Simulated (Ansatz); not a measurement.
# YN: pressure against volume per atom

Density functional stress and forces at fixed atoms, pressure and stress positive in compression, spin-unpolarised plane waves. The results are calculated, by Ansatz 0.2.0.

Cell of the first row (space group Fm-3m, No. 225):
```
YN
1.0
      0.0000     2.3501     2.3501
      2.3501     0.0000     2.3501
      2.3501     2.3501     0.0000
Y N
1 1
Direct
  0.00000 0.00000 0.00000
  0.50000 0.50000 0.50000
```

Settings of every row: periodic directions 3; functional PBE; spin orbit no; potentials PAW; wave cutoff 420 eV; k mesh 10x10x10; smearing width 0.02 eV.

Limits: the cell comes from a prototype or a list of computed structures and needn't be the stable phase.

Limits of some rows: metal, k mesh may be coarse (row 1).

```csv
row,volume per atom (Å³),pressure (GPa)
1,12.98,26.78
2,13.39,19.04
3,13.808,?
4,14.235,6.23
5,14.671,0.98
6,15.116,-3.61
7,15.569,-7.59
8,16.031,-11.05
9,16.403,-13.44
10,16.503,-14.03
11,16.984,-16.59
```

Question: what pressure should row 3 give?

Worked fit of pressure. Take u = (V_r/V)^(2/3) − 1 with V_r = 15.343 Å³ an atom, which is twice the finite (Eulerian) strain; such expansions in the strain, on which the Birch-Murnaghan equation of state is built, carry the rest volume and the bulk modulus. The shown rows have u = 0.11795, 0.09501, 0.05124, 0.03031, 0.00999, -0.0097, -0.02882, -0.04356, -0.04743, -0.0655. Least squares give pressure = −5.685 + 202.219 × u + 572.21 × u² + 399.4 × u³ GPa; a parabola predicts inner rows, each left out in turn, worse (root mean square 0.06 against 0.0042 GPa). All shown rows lie on it to the printed digit. The pressure vanishes at u = 0.0261, or V = 14.76 Å³ an atom, and there the bulk modulus with atoms relaxed is B = −V dP/dV = (2/3)(1 + u) dP/du = 159 GPa. The withheld row has u = 0.0728, so the fit gives −5.685 + 202.219 × (0.0728) + 572.21 × (0.0728)² + 399.4 × (0.0728)³ = 12.22 GPa.

The calculation gave 12.23 GPa. The fit lies 0.01 GPa (0.023 % of the column's range) below it, one unit of the last digit.
